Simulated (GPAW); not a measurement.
## Zn in GPAW: the effect of strain hydrostatic

The system is Zn.

```
Zn
1.0
     2.56320    0.00000    0.00000
    -1.28160    2.21980    0.00000
     0.00000    0.00000    4.76736
Zn
2
Direct
  0.66667 0.33333 0.75000
  0.33333 0.66667 0.25000
```

Alike in all runs:

```yaml
Program: GPAW 26.7.0
Task: single point
Functional: PBEsol
Potentials_or_basis: PAW data sets generated in the run's folder for this functional
Cutoff: 600 eV
Basis: pw
k_mesh: 11 × 11 × 6
Occupations: fermi-dirac, width 0.05 eV
Spin: no spin polarisation
Maxiter: 150
```

```csv
strain hydrostatic,pressure (GPa)
-0.04,4.9
-0.02,-1.4
-0.01,-3.8
0,-5.8
0.01,?
0.02,-8.9
0.04,-10.8
```

Question: What does the run with strain hydrostatic 0.01 give?

Answer: Pressure -7.5 GPa.

Worked out: A parabola through the other rows of the pressure, of slope -158 GPa per unit of strain hydrostatic there, gives -7.6 GPa, against the run's -7.5.

Caveats: the density grid can change from cell to cell, which puts small steps into energies and stress.
